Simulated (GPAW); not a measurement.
# KF (Carobbiite): G0W0 on several meshes in GPAW

Aim: the GW shift of KF (Carobbiite) against the k mesh.

Main program and level: GPAW 26.7.0; PBE and many-body steps on it, plane waves.

## 1. The structure

Symmetry: Fm-3m, No. 225, cubic system. The conventional cell has a = 5.344 Å, b = 5.344 Å, c = 5.344 Å, α = 90.00°, β = 90.00°, γ = 90.00°. Nearest to K lie 6 F at 2.67 Å. Nearest to F lie 6 K at 2.67 Å. Farther neighbours and most contacts between anions are not listed.

As a file:

```xyz
2
Lattice="0.0000 2.6719 2.6719 2.6719 0.0000 2.6719 2.6719 2.6719 0.0000" Properties=species:S:1:pos:R:3 pbc="T T T"
K     0.0000    0.0000    0.0000
F     2.6719    2.6719    2.6719
```

The cell and positions come from the Crystallography Open Database and are kept as given unless a step says otherwise.

## 2. Empty states on the mesh, 6×6×6 mesh, 577 bands

This step: GPAW 26.7.0; DFT, PBE, plane waves, PAW.

The sums over transitions need many empty states on a uniform mesh; this step solves for them.

The input, run.py:

```python
import json
import numpy as np
from gpaw.mpi import world
from gpaw import GPAW

calc = GPAW('gs.gpw').fixed_density(kpts={'size': (6, 6, 6), 'gamma': True},
    parallel={'domain': 1, 'band': 1},
    txt='nscf.txt')
calc.diagonalize_full_hamiltonian(nbands=577)
calc.write('full.gpw', mode='all')
res = {}
kpts = calc.get_ibz_k_points()
res['kpts'] = kpts
res['eigenvalues'] = [calc.get_eigenvalues(kpt=k) for k in range(len(kpts))]
res['n_electrons'] = calc.get_number_of_electrons()

if world.rank == 0:
    with open('result.json', 'w') as f:
        json.dump(res, f, default=lambda x: x.tolist())
```

Command:

```sh
mpirun -n 4 gpaw python run.py
```

Numbers of over 12 decimals in the logs are rounded to 6 here.

Log:

```text
Diagonalizing LCAO Hamiltonian
Converting LCAO to pw mode
convergence criteria:
- Maximum integral of absolute [eigenst]ate change: 4e-08 eV^2 / valence electron
maximum number of iterations: 100

SCF iterations
|iter     |     time |      energy | eigst |  dens |
|iter:   1|  |             | +2.36 |       |
|iter:   2|  |             | +1.43 |       |
|iter:   3|  |             | +0.25 |       |
[...]
|iter:  11|  |             | -6.57 |       |
|iter:  12|  |             | -7.31 |       |
|iter:  13|  |             | -7.82c|       |
SCF steps: 13
  __  _  _
 | _ |_)|_||  |
 |__||  | ||/\| - 26.7.0

Input parameters:
  mode=PW(ecut=600.0),
  convergence={'density': 1e-06, 'bands': -3},
  gpts=array([24, 24, 24]),
  kpts=MonkhorstPack(size=(6, 6, 6), gamma=True),
  maxiter=100,
  nbands=15,
  occupations=Occupations(name='fermi-dirac', width=0.001, fixmagmom=False),
  parallel={'domain': 1, 'band': 1},
  xc=XC(name='PBE')
Matrix size: 1303x1303
# Writing to full.gpw (mode='all')
  [... matrices ...]

timing:  # [seconds]
  Total: 10.276  # ━━━━━━━━━━━━━━━━━━━━━━━━━━━━━━━━━━━━━━━━━━━━━━━━━━━━━━━━━━
```

The job ended after 17 s (4 MPI ranks of Intel Xeon Platinum 8375C at 2.90GHz (Ice Lake), shared host; peak memory 1.4 GiB; 66 s of CPU time).

Numbers from this step:

```yaml
gap: 6.182 eV
k_of_the_valence_top: 0, 0, 0
k_of_the_conduction_bottom: 0, 0, 0
least_direct_gap: 6.182 eV
k_points_computed: 16
lowest_point_of_the_top_converged_band_above_the_valence_top: 342.3626 eV
```

On this mesh the gap is 6.182 eV.

## 3. 6×6×6

G0W0 replaces the xc potential by the self-energy, built once from these orbitals. Only a window of levels is corrected, while the sums run over the empty bands that the input names.

This step: G0W0 on PBE, plane waves, PAW.

The input, run.py:

```python
import json
import numpy as np
from gpaw.mpi import world
from gpaw.response.g0w0 import G0W0

gw = G0W0('full.gpw',
    filename='gw',
    kpts=[0],
    bands=(6, 10),
    ecut=210,
    nbands=263,
    integrate_gamma='WS',
    ppa=True)
gw.calculate()
res = {mode: {k: v for k, v in r.items() if k != 'sigma_eskwn'}
       for mode, r in gw.all_results.items()}

if world.rank == 0:
    with open('result.json', 'w') as f:
        json.dump(res, f, default=lambda x: x.tolist())
```

Command:

```sh
mpirun -n 4 gpaw python run.py
```

Log:

```text
Using integrator: PointIntegrator
FrequencyGridDescriptor(from 0.000+0.000j to 0.000+27.211j eV, 2 points)
Nonperiodic BCs:  [False False False]
Using integrator: PointIntegrator
FrequencyGridDescriptor(from 0.000+0.000j to 0.000+27.211j eV, 2 points)
Nonperiodic BCs:  [False False False]
  ___  _ _ _
 |   || | | |
 | | || | | |
 |__ ||_____|
 |___|

BZ k-points: Symmetries present (total): 48

  [... matrices ...]
216 k-points: 6 x 6 x 6 Monkhorst-Pack grid + [1/12,1/12,1/12]
16 k-points in the irreducible part of the Brillouin zone
       k-points in crystal coordinates                weights
   0:     0.00000000    0.00000000    0.00000000          1/216
   1:     0.16666667    0.16666667    0.00000000          6/216
   2:     0.16666667    0.16666667    0.16666667          8/216
   3:     0.33333333    0.16666667    0.16666667         12/216
   4:     0.33333333    0.33333333   -0.33333333         12/216
   5:     0.33333333    0.33333333    0.00000000          6/216
   6:     0.33333333    0.33333333    0.16666667         24/216
   7:     0.33333333    0.33333333    0.33333333          8/216
   8:     0.50000000    0.33333333   -0.33333333         24/216
   9:     0.50000000    0.33333333   -0.16666667         12/216
          ...
  15:     0.50000000    0.50000000    0.50000000          4/216

Distributing spins, k-points and bands (1 x 1 x 4) over 4 processes
Number of blocks: 1

Quasi particle states:
k-points (IBZ indices): [0]
Band range: (6, 10)
  [... matrices ...]
Computational parameters:
Plane wave cut-off: 210 eV
Number of bands: 263
Coulomb cutoff: None
Broadening: 0.1 eV

fxc modes: GW
Kernel: RPA
Using Godby-Needs plasmon-pole approximation:
  Fitting energy: i*E0, E0 = 1.000 Hartree
Summing all q:

Calculating screened Coulomb potential
No Coulomb truncation
FrequencyGridDescriptor(from 0.000+0.000j to 0.000+27.211j eV, 2 points)
Removing empty qpoint cache files...

Calculating chi0 body with:
    Ground state adapter containing:
    Number of spins: 1
    Number of kpoints: 216
    Number of irreducible kpoints: 16
    Number of completely occupied states: 8
    Number of partially occupied states: 8
    Occupied states memory: 1.6875 M / cpu

    Linear response parametrization:
    q_c: [1.3877787807814457e-17, 1.3877787807814457e-17, 1.3877787807814457e-17]
    Number of frequency points: 2
    Planewave cutoff: 210.0
    Number of bands: 263
    Number of planewaves: 259
    Broadening (eta): 1e-06
    comm.size: 4
    kncomm.size: 4
    blockcomm.size: 1

    Memory estimate of potentially large arrays:
        chi0_wGG: 2.047150 M / cpu
Integrating chi0 body.

Symmetries of q_c:
    Direct symmetries (Uq -> q): 48
    Indirect symmetries (TUq -> q): 0
In total 48 allowed symmetries.

  [... matrices ...]
16 groups of equivalent kpoints. 92.592593% reduction.

Integral kind: response function
Integrating chi0 head and wings.

Symmetries of q_c:
    Direct symmetries (Uq -> q): 48
    Indirect symmetries (TUq -> q): 0
In total 48 allowed symmetries.

  [... matrices ...]
16 groups of equivalent kpoints. 92.592593% reduction.

Integral kind: response function wings

Calculating chi0 body with:
    Ground state adapter containing:
    Number of spins: 1
    Number of kpoints: 216
    Number of irreducible kpoints: 16
    Number of completely occupied states: 8
    Number of partially occupied states: 8
[... the further q-points ...]

Results:
f:      Occupation numbers
eps:     KS-eigenvalues [eV]
vxc:     KS vxc [eV]
exx:     Exact exchange [eV]
sigma:   Self-energies [eV]
dsigma:  Self-energy derivatives
Z:       Renormalization factors
qp:      QP-energies [eV]

k-point 0 (0): (0.000, 0.000, 0.000)                GW
band       f     eps     vxc     exx   sigma  dsigma       Z      qp
                                                                   GW
   6   1.000  -0.351 -23.011 -30.632   4.570  -0.245   0.803  -2.801
   7   1.000  -0.351 -23.011 -30.632   4.570  -0.245   0.803  -2.801
   8   0.000   5.830  -8.812  -4.829  -2.852  -0.112   0.899   6.847
   9   0.000  10.304 -11.318  -5.387  -3.167  -0.120   0.893  12.772
```

Wall time 6.4 min (4 MPI ranks); peak memory 1.6 GiB.

This step gave:

```yaml
g0w0_gap_on_the_points_computed: 9.649 eV
least_direct_g0w0_gap_on_the_computed_points: 9.649 eV
z_at_the_valence_top: 0.8030
z_at_the_conduction_bottom: 0.8994
starting_gap_on_the_mesh: 6.182 eV
k_of_the_valence_top: 0, 0, 0
k_of_the_conduction_bottom: 0, 0, 0
```

The gap on the mesh goes from 6.18 eV to 9.65 eV, a correction of +3.47 eV.

## 4. Empty states on the mesh, 4×4×4 mesh, 273 bands

This step: DFT, PBE, plane waves, PAW.

The input, run.py:

```python
import json
import numpy as np
from gpaw.mpi import world
from gpaw import GPAW

calc = GPAW('gs.gpw').fixed_density(kpts={'size': (4, 4, 4), 'gamma': True},
    parallel={'domain': 1, 'band': 1},
    txt='nscf.txt')
calc.diagonalize_full_hamiltonian(nbands=273)
calc.write('full.gpw', mode='all')
res = {}
kpts = calc.get_ibz_k_points()
res['kpts'] = kpts
res['eigenvalues'] = [calc.get_eigenvalues(kpt=k) for k in range(len(kpts))]
res['n_electrons'] = calc.get_number_of_electrons()

if world.rank == 0:
    with open('result.json', 'w') as f:
        json.dump(res, f, default=lambda x: x.tolist())
```

Command:

```sh
mpirun -n 4 gpaw python run.py
```

Log:

```text
Diagonalizing LCAO Hamiltonian
Converting LCAO to pw mode
convergence criteria:
- Maximum integral of absolute [eigenst]ate change: 4e-08 eV^2 / valence electron
maximum number of iterations: 100

SCF iterations
|iter     |     time |      energy | eigst |  dens |
|iter:   1|  |             | +2.35 |       |
|iter:   2|  |             | +1.44 |       |
|iter:   3|  |             | +0.15 |       |
[...]
|iter:   9|  |             | -5.95 |       |
|iter:  10|  |             | -6.96 |       |
|iter:  11|  |             | -7.55c|       |
SCF steps: 11
  __  _  _
 | _ |_)|_||  |
 |__||  | ||/\| - 26.7.0

Input parameters:
  mode=PW(ecut=600.0),
  convergence={'density': 1e-06, 'bands': -3},
  gpts=array([24, 24, 24]),
  kpts=MonkhorstPack(size=(4, 4, 4), gamma=True),
  maxiter=100,
  nbands=15,
  occupations=Occupations(name='fermi-dirac', width=0.001, fixmagmom=False),
  parallel={'domain': 1, 'band': 1},
  xc=XC(name='PBE')
Matrix size: 1283x1283
# Writing to full.gpw (mode='all')
  [... matrices ...]

timing:  # [seconds]
  Total: 4.272  # ━━━━━━━━━━━━━━━━━━━━━━━━━━━━━━━━━━━━━━━━━━━━━━━━━━━━━━━━━━━
```

Elapsed: 9.9 s, on 4 MPI ranks; peak memory 1.2 GiB; 39 s of CPU time.

Numbers from this step:

| Property | Result |
| --- | --- |
| gap | 6.182 eV |
| k of the valence top | 0, 0, 0 |
| k of the conduction bottom | 0, 0, 0 |
| least direct gap | 6.182 eV |
| k points computed | 8 |
| lowest point of the top converged band, above the valence top | 203.2776 eV |

On this mesh the gap is 6.182 eV.

## 5. 4×4×4

This step: G0W0 on PBE, plane waves, PAW.

The input, run.py:

```python
import json
import numpy as np
from gpaw.mpi import world
from gpaw.response.g0w0 import G0W0

gw = G0W0('full.gpw',
    filename='gw',
    kpts=[0],
    bands=(6, 10),
    ecut=210,
    nbands=263,
    integrate_gamma='WS',
    ppa=True)
gw.calculate()
res = {mode: {k: v for k, v in r.items() if k != 'sigma_eskwn'}
       for mode, r in gw.all_results.items()}

if world.rank == 0:
    with open('result.json', 'w') as f:
        json.dump(res, f, default=lambda x: x.tolist())
```

Command:

```sh
mpirun -n 4 gpaw python run.py
```

Log:

```text
Using integrator: PointIntegrator
FrequencyGridDescriptor(from 0.000+0.000j to 0.000+27.211j eV, 2 points)
Nonperiodic BCs:  [False False False]
Using integrator: PointIntegrator
FrequencyGridDescriptor(from 0.000+0.000j to 0.000+27.211j eV, 2 points)
Nonperiodic BCs:  [False False False]
  ___  _ _ _
 |   || | | |
 | | || | | |
 |__ ||_____|
 |___|

BZ k-points: Symmetries present (total): 48

  [... matrices ...]
64 k-points: 4 x 4 x 4 Monkhorst-Pack grid + [1/8,1/8,1/8]
8 k-points in the irreducible part of the Brillouin zone
       k-points in crystal coordinates                weights
   0:     0.00000000    0.00000000    0.00000000          1/64
   1:     0.25000000    0.25000000    0.00000000          6/64
   2:     0.25000000    0.25000000    0.25000000          8/64
[...]
6:     0.50000000    0.50000000    0.25000000         24/64
   7:     0.50000000    0.50000000    0.50000000          4/64

Distributing spins, k-points and bands (1 x 1 x 4) over 4 processes
Number of blocks: 1

Quasi particle states:
k-points (IBZ indices): [0]
Band range: (6, 10)
  [... matrices ...]
Computational parameters:
Plane wave cut-off: 210 eV
Number of bands: 263
Coulomb cutoff: None
Broadening: 0.1 eV

fxc modes: GW
Kernel: RPA
Using Godby-Needs plasmon-pole approximation:
  Fitting energy: i*E0, E0 = 1.000 Hartree
Summing all q:

Calculating screened Coulomb potential
No Coulomb truncation
FrequencyGridDescriptor(from 0.000+0.000j to 0.000+27.211j eV, 2 points)
Removing empty qpoint cache files...

Calculating chi0 body with:
    Ground state adapter containing:
    Number of spins: 1
    Number of kpoints: 64
    Number of irreducible kpoints: 8
    Number of completely occupied states: 8
    Number of partially occupied states: 8
    Occupied states memory: 1.6875 M / cpu

    Linear response parametrization:
    q_c: [0.0, 0.0, 0.0]
    Number of frequency points: 2
    Planewave cutoff: 210.0
    Number of bands: 263
    Number of planewaves: 259
    Broadening (eta): 1e-06
    comm.size: 4
    kncomm.size: 4
    blockcomm.size: 1

    Memory estimate of potentially large arrays:
        chi0_wGG: 2.047150 M / cpu
Integrating chi0 body.

Symmetries of q_c:
    Direct symmetries (Uq -> q): 48
    Indirect symmetries (TUq -> q): 0
In total 48 allowed symmetries.

  [... matrices ...]
8 groups of equivalent kpoints. 87.5% reduction.

Integral kind: response function
Integrating chi0 head and wings.

Symmetries of q_c:
    Direct symmetries (Uq -> q): 48
    Indirect symmetries (TUq -> q): 0
In total 48 allowed symmetries.

  [... matrices ...]
8 groups of equivalent kpoints. 87.5% reduction.

Integral kind: response function wings

Calculating chi0 body with:
    Ground state adapter containing:
    Number of spins: 1
    Number of kpoints: 64
    Number of irreducible kpoints: 8
    Number of completely occupied states: 8
    Number of partially occupied states: 8
    Occupied states memory: 1.6875 M / cpu

    Linear response parametrization:
[... the further q-points ...]

Results:
f:      Occupation numbers
eps:     KS-eigenvalues [eV]
vxc:     KS vxc [eV]
exx:     Exact exchange [eV]
sigma:   Self-energies [eV]
dsigma:  Self-energy derivatives
Z:       Renormalization factors
qp:      QP-energies [eV]

k-point 0 (0): (0.000, 0.000, 0.000)                GW
band       f     eps     vxc     exx   sigma  dsigma       Z      qp
                                                                   GW
   6   1.000  -0.351 -23.011 -30.634   4.566  -0.245   0.803  -2.806
   7   1.000  -0.351 -23.011 -30.634   4.566  -0.245   0.803  -2.806
   8   0.000   5.830  -8.812  -4.825  -2.856  -0.112   0.899   6.847
   9   0.000  10.304 -11.318  -5.387  -3.167  -0.120   0.893  12.772
```

It took 1.8 min on 4 MPI ranks; peak memory 1.3 GiB; 7.4 min of CPU time.

Numbers from this step:

```yaml
g0w0_gap_on_the_points_computed: 9.654 eV
least_direct_g0w0_gap_on_the_computed_points: 9.654 eV
z_at_the_valence_top: 0.8031
z_at_the_conduction_bottom: 0.8992
starting_gap_on_the_mesh: 6.182 eV
k_of_the_valence_top: 0, 0, 0
k_of_the_conduction_bottom: 0, 0, 0
```

Against G0W0 in GPAW (6×6×6 mesh, 263 bands, screening to 210 eV, Godby-Needs plasmon pole), the gap moves by +0.005 eV.

## 6. The runs together

Times are wall times on 4 MPI ranks of Intel Xeon Platinum 8375C at 2.90GHz (Ice Lake), shared host, good to a factor of about two.

```csv
run,mesh,bands,screening cutoff (eV),DFT gap (eV),gap on the mesh (eV),direct (eV),time
6×6×6,6×6×6,263,210,6.182,9.649,9.649,6.4 min
4×4×4,4×4×4,263,210,6.182,9.654,9.654,1.8 min
```

## 7. Results

| Property | Result |
| --- | --- |
| 6×6×6 | 9.649 eV |
| 4×4×4 | 9.654 eV |
| known limits | not at the basis limit; coarse k mesh |

What this shows: 4×4×4: +0.005 eV against 6×6×6. Bands and cutoff are finite, so the gap is not at the basis limit. The miss can reach some tenths of an eV and take either sign; the mesh is an error of its own. These stock PAW sets were not made for GW. In the G0W0 runs levels were corrected at 1 k point alone, so a gap called «on the mesh» is the least over those, and an edge elsewhere would be missed.

[Paths, hosts, dates, memory and timing lines, banners, echoed tables and standing remarks are left out of the program output.]

[Logs are printed without paths, hosts, clocks, repeated set-up lines and the standing remarks that a program may print on its own settings, such as how far it seeks lower states.]

[Runs of the session that timed out or met a known fault of the program may be left out.]

[Hosts, paths, dates, database ids (printed as entryN), source tags and the programs' standing remarks are cut or masked in the printed files.]
